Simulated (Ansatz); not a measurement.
**CdO (Monteponite) in Ansatz: convergence with k mesh**

Crystal: CdO (Monteponite).

```xyz
2
Lattice="0.0000 2.3495 2.3495 2.3495 0.0000 2.3495 2.3495 2.3495 0.0000" Properties=species:S:1:pos:R:3 pbc="T T T"
Cd    0.0000    0.0000    0.0000
O     2.3495    2.3495    2.3495
```

| Property | Result |
| --- | --- |
| Program | Ansatz 0.2.0 |
| Task | convergence study |
| Functional | LDA |
| Potentials or basis | Ansatz PAW earlier set |
| Cutoff | 900 eV |
| Density cutoff | 3600 eV |
| k mesh | 3 × 3 × 3 |
| Occupations | fermi-dirac, width 0.1 eV |
| Spin | no spin polarisation |

These are the settings of the first run; the series varies k mesh, with any setting tied to it.

Hardware: 2 threads of Arm Neoverse V1 (shared host).

Task: The values tried are 3 × 3 × 3, 4 × 4 × 4, 5 × 5 × 5, 6 × 6 × 6, 7 × 7 × 7, 9 × 9 × 9, 11 × 11 × 11, 13 × 13 × 13, 16 × 16 × 16, loosest first. From which on does the pressure stay within 0.1 GPa of the tightest run that finished?

Result: From 6 × 6 × 6 on.

| k mesh | energy less the tightest run, at zero smearing (meV/atom) | pressure (GPa) | SCF cycles | CPU time (s) | peak memory (GiB) |
| --- | --- | --- | --- | --- | --- |
| 3 × 3 × 3 | 61.52 | -4.69 | 7 | 0.91 | 0.28 |
| 4 × 4 × 4 | 8.79 | -5.77 | 7 | 1.2 | 0.29 |
| 5 × 5 × 5 | 1.01 | -5.95 | 7 | 1.4 | 0.29 |
| 6 × 6 × 6 | -0.90 | -6.04 | 7 | 1.8 | 0.3 |
| 7 × 7 × 7 | -0.87 | -6.07 | 7 | 2.2 | 0.31 |
| 9 × 9 × 9 | -0.37 | -6.08 | 7 | 3.4 | 0.34 |
| 11 × 11 × 11 | 0.11 | -6.07 | 7 | 5.2 | 0.35 |
| 13 × 13 × 13 | 0.17 | -6.05 | 7 | 7.5 | 0.37 |
| 16 × 16 × 16 | 0.00 | -6.06 | 7 | 13 | 0.43 |

Against the tightest run, the energy stays within 1 meV/atom from 6 × 6 × 6 on. Meshes of other sizes hit other points, so gaps and Fermi surfaces needn't settle smoothly. The tightest run that finished is the yardstick and may itself not be fully converged.

Caveat, for the tightest run too: the PAW data sets come from PBE, with cores solved anew for the run's functional, which leaves a small shift of forces and pressure.
